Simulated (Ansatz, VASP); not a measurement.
Given: the input of a run of Ansatz 0.2.0 on ZnS (Wurtzite-2H).

Contents of input.yaml:

```yaml
crystal:
  lattice:
    - [3.7594936861, 0.0, 0.0]
    - [-1.8797468431, 3.2558170375, 0.0]
    - [0.0, 0.0, 6.1497464286]
  atoms:
    - { symbol: Zn, position: [0.6666666667, 0.3333333333, 0.5] }
    - { symbol: Zn, position: [0.3333333333, 0.6666666667, 0.0] }
    - { symbol: S, position: [0.6666666667, 0.3333333333, 0.885] }
    - { symbol: S, position: [0.3333333333, 0.6666666667, 0.385] }
kpoints:
  mp_grid: { grid: [8, 8, 5] }
scf:
  occupations: { method: fermi_dirac, width: 0.05 }
hamiltonian:
  xc: lda
  pseudopotentials: { kind: all_electron, lapw: { basis_error: 0.002 } }
output:
  forces: true
  stress: true
  eigenvalues: true
```

Potentials or basis: all-electron LAPW, scalar-relativistic.

Command:

```bash
$ ansatz run input.yaml --threads 2 --pin off --max-ram 8192MiB --backend cpu --events-out ev --progress --plain --runs-dir out
```

Task: Set up the same calculation for VASP 6.6.1. Potentials there: VASP PAW LDA potentials, release 64 (Zn, S).

Result: As run (the cutoff follows the program's own potentials):

Contents of INCAR:

```
PREC = Accurate ; ENCUT = 520
EDIFF = 1E-6 ; ISMEAR = -1
SIGMA = 0.05 ; LREAL = F
LASPH = T ; NELM = 60
ALGO = Normal ; ISIF = 2
LWAVE = F ; LCHARG = F
GGA = CA ; NBANDS = 26
```

File KPOINTS:

```
Automatic mesh
0
Gamma
  8 8 5
```

Contents of POSCAR:

```
ZnS
1.0
    3.7594936861      0.0000000000      0.0000000000
   -1.8797468431      3.2558170375      0.0000000000
    0.0000000000      0.0000000000      6.1497464286
Zn S
2 2
Direct
    0.6666666667      0.3333333333      0.5000000000
    0.3333333333      0.6666666667      0.0000000000
    0.6666666667      0.3333333333      0.8850000000
    0.3333333333      0.6666666667      0.3850000000
```

Potentials or basis: VASP PAW LDA potentials, release 64 (Zn, S).

The run is started by

```bash
$ cat potpaw_LDA.64/Zn/POTCAR potpaw_LDA.64/S/POTCAR > POTCAR
$ mpirun -np 1 vasp_std > vasp.out
```

Both were run:

|  | VASP | Ansatz | Ansatz less VASP |
| --- | --- | --- | --- |
| gap on the k mesh at the Fermi level (eV) | 2.22 | 2.19 | -0.032 |
| least direct gap on the mesh (eV) | 2.22 | 2.19 | -0.032 |
| pressure (GPa) | -0.6 | -0.8 | -0.20 |
| largest component of the traceless stress (GPa) | 1.44 | 1.41 | -0.026 |
| rms of the force components (eV/Å) | 0.201 | 0.200 | -0.0019 |

Atom by atom the forces differ by 0.002 eV/Å (rms over components). Ansatz ran all-electron here, so the differences hold the error of VASP's frozen core and of both bases.
